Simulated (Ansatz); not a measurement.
Fluorite SrCl2, relaxed with r2SCAN: 5 runs in Ansatz, each a calculation of independent-particle optics. The symmetry is Fm-3m (No. 225, cubic); conventional cell a = 6.995 Å, 28.53 Å³ an atom. Around Sr lie 8 Cl at 3.03 Å; around Cl lie 4 Sr at 3.03 Å. (Simulation; spin polarisation is off.)

```
CELL_PARAMETERS angstrom
0.00000 3.49772 3.49772
3.49772 0.00000 3.49772
3.49772 3.49772 0.00000
ATOMIC_POSITIONS crystal
Sr 0.00000 0.00000 0.00000
Cl 0.25000 0.25000 0.25000
Cl 0.75000 0.75000 0.75000
```

On meshes this coarse, single peaks can be features of the mesh. No local fields, no excitons; the zone sum runs over the cells of the mesh, and ε∞ includes the bands left out of the spectrum. Up to four peaks are listed, those above 15 % of the tallest and inside the complete range; the four can differ from row to row. Rows marked drawn have settings drawn at random (some not listed).

```csv
functional,k mesh,broadening (eV),scissors (eV),range (eV),settings,direct gap on the mesh before scissors (eV),ε∞ xx,ε∞ yy,ε∞ zz,complete up to (eV),tallest peaks of mean ε₂ (eV)
PBE,6×6×6,0.1,0.00,0–21,chosen,5.51,3.20,3.20,3.20,21.0,7.55 8.40 9.50 12.55
r2SCAN,6×6×6,0.1,0.00,0–21,chosen,5.99,2.98,2.98,2.98,21.0,8.20 8.95 10.30 13.30
LDA,6×6×6,0.1,0.00,0–21,chosen,5.16,3.35,3.35,3.35,21.0,7.30 8.15 9.25 9.70
PBE,6×6×6,0.1,1.32 (to HSE06),0–21,chosen,5.51,2.94,2.94,2.94,21.0,8.90 9.70 10.80 13.85
PBEsol,8×8×8,0.4,2.50,2–20,drawn,5.37,2.81,2.81,2.81,20.0,10.20 14.40
```

The fundamental gap is indirect (5.31 eV with PBE on 6×6×6); the table holds the direct one.
